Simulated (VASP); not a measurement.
# Sb (I4/mmm) in VASP: a series of runs

Runs on Sb. Level: PBE+D3(BJ). Tasks: single point.

All numbers are computed with VASP 6.6.1; they aren't measurements. Logs are shortened: lines on timing, memory, paths and dates and some standing lists are left out, and cuts for length are marked.

## (1) The cell of the first run

It takes space group I4/mmm (No. 139, tetragonal). Conventional cell: a = 3.353 Å, b = 3.353 Å, c = 4.790 Å, α = 90.00°, β = 90.00°, γ = 90.00°. Sb (site symmetry 4/mmm) is surrounded by 12 Sb at 3.35 to 3.37 Å.

This isn't the form of Sb at room conditions, which is rhombohedral.

## (2) Single point, PBE+D3(BJ) (strain +0.0100 x Voigt [0, 1, 0, 0, 0, 0], atoms carried along)

Input file INCAR:

```
  ALGO = Normal
  EDIFF = 1E-7
  ENCUT = 520
  GGA = PE
  ISIF = 2
  ISMEAR = 0
  IVDW = 12
  LASPH = True
  LCHARG = False
  LREAL = False
  LWAVE = False
  NBANDS = 8
  NELM = 100
  PREC = Accurate
  SIGMA = 0.15
```

Input file KPOINTS:

```
k-points
0
Gamma
  18 18 18
```

Input file POSCAR:

```
Sb
1.0
    0.0000000000      2.3949549468      2.3712425216
    2.3712425216      0.0000000000      2.3712425216
    2.3712425216      2.3949549468      0.0000000000
Sb
1
Direct
    0.0000000000      0.0000000000      0.0000000000
```

Potentials or basis: VASP PAW PBE potentials, release 64 (Sb).

Started as:

```console
> cat potpaw_PBE.64/Sb/POTCAR > POTCAR
> mpirun -np 1 vasp_std > vasp.out
```

OUTCAR:

```text
EDIFF = 1E-7
   ENCUT = 520
   GGA = PE
   ISIF = 2
   ISMEAR = 0
   IVDW = 12
   LASPH = True
   LREAL = False
   NELM = 100
   PREC = Accurate
 IVDW          = 12

 ion  position               nearest neighbor table
   1  0.000  0.000  0.000-

  LATTYP: Found a body centered tetragonal cell.
 ALAT       =     3.3534433337
 C/A-ratio  =     1.4283556980

  Lattice vectors:

 A1 = (   0.0000000000,  -2.3949549468,   2.3712425216)
 A2 = (   0.0000000000,  -2.3949549468,  -2.3712425216)
 A3 = (   2.3712425216,   2.3949549468,   0.0000000000)

Analysis of symmetry for initial positions (statically):
=====================================================================
 Subroutine PRICEL returns:
 Original cell was already a primitive cell.

 Routine SETGRP: Setting up the symmetry group for a
 body centered tetragonal supercell.

 Subroutine GETGRP returns: Found 16 space group operations
 (whereof 16 operations were pure point group operations)
 out of a pool of 16 trial point group operations.

The static configuration has the point symmetry D_4h.

Analysis of symmetry for dynamics (positions and initial velocities):
=====================================================================
 Subroutine PRICEL returns:
 Original cell was already a primitive cell.

 Routine SETGRP: Setting up the symmetry group for a
 body centered tetragonal supercell.

 Subroutine GETGRP returns: Found 16 space group operations
 (whereof 16 operations were pure point group operations)
 out of a pool of 16 trial point group operations.

The dynamic configuration has the point symmetry D_4h.

 Subroutine INISYM returns: Found 16 space group operations
 (whereof 16 operations are pure point group operations),
 and found     1 'primitive' translations

----------------------------------------------------------------------------------------

                                     Primitive cell

  volume of cell :      26.9327

  direct lattice vectors                    reciprocal lattice vectors
     0.000000000  2.394954947  2.371242522    -0.210859916  0.208772195  0.210859916
     2.371242522  0.000000000  2.371242522     0.210859916 -0.208772195  0.210859916
     2.371242522  2.394954947  0.000000000     0.210859916  0.208772195 -0.210859916

  length of vectors
[... 81 lines left out ...]
   LREAL  =      F    real-space projection
   EDIFFG = 0.1E-05   stopping-criterion for IOM
   NSW    =      0    number of steps for IOM
   IBRION =     -1    ionic relax: 0-MD 1-quasi-New 2-CG
   NFREE  =      0    steps in history (QN), initial steepest desc. (CG)
   ISIF   =      2    stress and relaxation
   ISYM   =      2    0-nonsym 1-usesym 2-fastsym
   POTIM  = 0.5000    time-step for ionic-motion
   TEBEG  =    0.0;   TEEND  =   0.0 temperature during run
   PSTRESS=    0.0 pullay stress
   NELECT =       5.0000    total number of electrons
   NUPDOWN=      -1.0000    fix difference up-down
   EMIN   =  10.00;   EMAX   =-10.00  energy-range for DOS
   EFERMI =   0.00;   METHOD = LEGACY
   ISMEAR =     0;   SIGMA  =   0.15  broadening in eV -4-tet -1-fermi 0-gaus
   EFERMI_NEDOS =   21; number of points for ismear=-14 and -15
   IALGO  =     38    algorithm
   IMIX   =      4    mixing-type and parameters
     AMIX     =   0.40;   BMIX     =  1.00
     AMIX_MAG =   1.60;   BMIX_MAG =  1.00
  volume/ion in A,a.u.               =      26.93       181.75
  Fermi-wavevector in a.u.,A,eV,Ry     =   0.933910  1.764834 11.866839  0.872188
  Thomas-Fermi vector in A             =   2.060660
   LORBIT       =      0    0 simple, 1 ext, 2 COOP (PROOUT), +10 PAW based schemes
   GGA     = PE    functional components
   LHFCALC =     F    Hartree Fock is set to
   AEXX    =    0.0000 exact exchange contribution
   IVDW    =    12    specifies the selected vdW correction
   LEPSILON=     F    determine dielectric tensor
   LRPA    =     F    only Hartree local field effects (RPA)
 non-spin polarized calculation
 Gauss-broadening in eV      SIGMA  =   0.15
  energy-cutoff  :      520.00
  volume of cell :       26.93
 maximum number of plane-waves:       746
 NGX is ok and might be reduce to    28
   NGX = 13   NGY = 13   NGZ = 13

 number of electron       5.0000000 magnetization

 Free energy of the ion-electron system (eV)
  ---------------------------------------------------
  ext. energy  EPLUGINS =         0.00000000
  ---------------------------------------------------
  free energy    TOTEN  =        -3.82497847 eV

  energy without entropy =       -3.81765677  energy(sigma->0) =       -3.82131762

 E-fermi :   8.5577     XC(G=0): -10.2332

 val. band max:        8.5547090942   @ k =   0.2778  -0.1667   0.2222
 cond. band min:       8.5578752116   @ k =   0.5000  -0.0556   0.4444
 fundamental gap:      0.0031661174
 Fermi energy:         8.5576639087

 k-point     1 :       0.0000    0.0000    0.0000
  band No.  band energies     occupation
      1      -4.4021      2.00000
      2      13.8389      0.00000
      3      13.8389      0.00000
      4      13.8414      0.00000
      5      18.4320      0.00000
      6      18.4966      0.00000
      7      18.4966      0.00000
      8      18.7660      0.00000
[... 243 lines left out ...]
 k-point    24 :      -0.2222    0.0556    0.0000
  band No.  band energies     occupation
      1      -3.2173      2.00000
      2       8.0266      2.00000
      3      11.9645      0.00000
      4      13.2281      0.00000
      5      17.1054      0.00000
      6      18.5590      0.00000
      7      18.8055      0.00000
      8      20.7692      0.00000

 [... further k-points ...]

------------------------ aborting loop because EDIFF is reached ----------------------------------------

 Edisp (eV)   -0.52451

 E8    (eV) :    -0.2422

  FORCE on cell =-STRESS in cart. coord.  units (eV):
  Direction    XX          YY          ZZ          XY          YZ          ZX
  --------------------------------------------------------------------------------------
  -------------------------------------------------------------------------------------
  Total      -0.34765    -0.31492    -0.34765     0.00000     0.00000     0.00000
  in kB     -20.68113   -18.73378   -20.68113     0.00000     0.00000     0.00000
  external pressure =      -20.03 kB  Pullay stress =        0.00 kB

 VOLUME and BASIS-vectors are now :
 -----------------------------------------------------------------------------
  energy-cutoff  :      520.00
  volume of cell :       26.93
      direct lattice vectors                 reciprocal lattice vectors
     0.000000000  2.394954947  2.371242522    -0.210859916  0.208772195  0.210859916
     2.371242522  0.000000000  2.371242522     0.210859916 -0.208772195  0.210859916
     2.371242522  2.394954947  0.000000000     0.210859916  0.208772195 -0.210859916

 POSITION                                       TOTAL-FORCE (eV/Angst)
 -----------------------------------------------------------------------------------
      0.00000      0.00000      0.00000        -0.000000      0.000000      0.000000
 -----------------------------------------------------------------------------------
    total drift:                                0.000000      0.000000      0.000000

  FREE ENERGIE OF THE ION-ELECTRON SYSTEM (eV)
  ---------------------------------------------------
  free  energy   TOTEN  =        -4.3494906684 eV

  energy  without entropy=       -4.3421689626  energy(sigma->0) =       -4.34582982
```

stdout:

```text
POSCAR found type information on POSCAR Sb
 POSCAR found :  1 types and       1 ions
 scaLAPACK will be used
 LDA part: xc-table for (Slater+PW92), standard interpolation
 POSCAR, INCAR and KPOINTS ok, starting setup
 FFT: planning ... GRIDC
 FFT: planning ... GRID_SOFT
 FFT: planning ... GRID
 WAVECAR not read
 entering main loop
```

Run time: 43 s. Hardware: 1 thread of Intel Xeon 6975P-C (Granite Rapids), shared host; peak memory 0.24 GiB.

What came out:

```yaml
Free_energy: -4.3495 eV
Pressure: -2.0 GPa
Band_gap_on_the_k_mesh: none (metal or under the smearing width)
Dispersion_energy_per_atom: -0.525 eV
```

Caveat: pairwise dispersion overbinds metals, which lowers pressure and volume. The run has no spin-orbit coupling, so splittings on Sb are missing.

## (3) Single point, PBE+D3(BJ) (strain +0.0200 x Voigt [0, 1, 0, 0, 0, 0], atoms carried along)

Input file INCAR:

```
SYSTEM = Sb
  PREC = Accurate
  ENCUT = 520
  EDIFF = 1E-7
  ISMEAR = 0
  SIGMA = 0.15
  LREAL = .False.
  LASPH = .True.
  NELM = 100
  ALGO = Normal
  ISIF = 2
  LWAVE = .False.
  LCHARG = .True.
  GGA = PE
  IVDW = 12
  LELF = .True.
  LVHAR = .True.
  NBANDS = 8
```

Input file KPOINTS:

```
regular mesh
0
Gamma
  18 18 18
  0 0 0
```

Input file POSCAR:

```
Sb
1.0
    0.0000000000      2.4186673720      2.3712425216
    2.3712425216      0.0000000000      2.3712425216
    2.3712425216      2.4186673720      0.0000000000
Sb
1
Direct
    0.0000000000      0.0000000000      0.0000000000
```

Potentials or basis: VASP PAW PBE potentials, release 64 (Sb).

Started as:

```console
> cat potpaw_PBE.64/Sb/POTCAR > POTCAR
> mpirun -np 1 vasp_std > vasp.out
```

It took 44 s on 1 thread of Intel Xeon 6975P-C (Granite Rapids), shared host; peak memory 0.24 GiB.

The run converged. Its results:

```
Free energy                : -4.3460 eV
Pressure                   : -2.6 GPa
Band gap on the k mesh     : none (metal or under the smearing width)
Dispersion energy per atom : -0.519 eV
```

Stress tensor (GPa, compression positive):
```
-2.68  0.00  0.00
 0.00 -2.32  0.00
 0.00  0.00 -2.68
```

Levels at points of the mesh, in eV from the Fermi level:
| k point | band 1 | band 2 | band 3 | band 4 | band 5 |
| --- | --- | --- | --- | --- | --- |
| (0.00, 0.00, 0.00) | -12.88 | 5.21 | 5.21 | 5.22 | 9.81 |
| (0.50, 0.00, 0.00) | -9.18 | -5.78 | 3.39 | 3.71 | 8.03 |
| (0.50, 0.50, 0.00) | -7.50 | -4.85 | 0.19 | 0.34 | 4.02 |
| (0.50, 0.00, 0.50) | -7.75 | -5.00 | 0.51 | 0.51 | 4.28 |

Caveat: pairwise dispersion overbinds metals, which lowers pressure and volume.
